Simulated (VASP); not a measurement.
A run of VASP 6.6.1:

The input INCAR:

```
PREC = Accurate
ENCUT = 520
EDIFF = 1E-7
ISMEAR = -1
SIGMA = 0.17
LREAL = Auto
LASPH = True
NELM = 80
ALGO = Fast
ISIF = 2
LWAVE = False
LCHARG = False
GGA = PE
NBANDS = 60
```

The input KPOINTS:

```
Automatic mesh
0
Gamma
  2 2 2
```

POSCAR

```
Be
1.0
    7.0917640000      0.0000000000      0.0000000000
   -3.5458820000      6.1416480000      0.0000000000
    0.0000000000      0.0000000000      7.4085300000
Be
36
Direct
   -0.0300511777     -0.1115987110      0.0170884103
    0.0897116983      0.1520113168      0.2671920071
   -0.0770919682     -0.0684506829      0.4989113900
    0.1166715242      0.1243151675      0.7186040955
    0.0149094741      0.3254012604      0.0080177849
    0.1253527032      0.5126148552      0.2605645114
    0.0122130238      0.3094609134      0.4935796980
    0.0751229086      0.4999472454      0.7586660242
    0.0115233069      0.6074428232      0.0038874109
    0.1840175805      0.8758072752      0.2481193975
   -0.0300535577      0.5871225443      0.4981690025
    0.0716839648      0.8255113286      0.7292809775
    0.3228672331     -0.0915715131     -0.0220961513
    0.4554588188      0.1930426491      0.2869395143
    0.3369209619     -0.0929066596      0.5104521410
    0.3840041086      0.1397019171      0.7631473450
    0.2840026844      0.2606629361      0.0115542490
    0.4361961133      0.4866771915      0.2413569224
    0.2711411748      0.2800062784      0.4892333567
    0.4251406499      0.4885659354      0.7596783707
    0.3616997290      0.6101131162     -0.0008368732
    0.4536985213      0.8384720192      0.2484298505
    0.3397182243      0.6045608605      0.4947270241
    0.4782487829      0.8358505730      0.7552375438
    0.6708487779     -0.0537803534      0.0160760637
    0.7673129042      0.2133466457      0.2547468931
    0.6213707286     -0.1087981597      0.5399721672
    0.7569892966      0.1191211219      0.7633768102
    0.6596223789      0.2718325765      0.0020651870
    0.7779103696      0.5039526850      0.2044940089
    0.6802829945      0.2751378783      0.5467346424
    0.7938632094      0.5300206068      0.7913985635
    0.6642890264      0.6436708844      0.0021191788
    0.7361314367      0.8228898823      0.2810544062
    0.6312825175      0.5772066390      0.4974266150
    0.7770382641      0.8366809690      0.7632418307
```

Potentials or basis: VASP PAW PBE potentials, release 64 (Be).

Launch:

```sh
$ cat potpaw_PBE.64/Be/POTCAR > POTCAR
$ mpirun -np 1 vasp_std > vasp.out
```

Hardware: 1 thread of Intel(R) Xeon(R) Platinum 8259CL CPU @ 2.50GHz (Skylake/Cascade Lake), on a shared host.

Q: Estimate the wall time of this run.

A: Wall time 6.4 min on 1 thread of Intel(R) Xeon(R) Platinum 8259CL CPU @ 2.50GHz (Skylake/Cascade Lake), on a shared host, peak memory 0.43 GiB. Counts: scf iterations 16, k points 8.
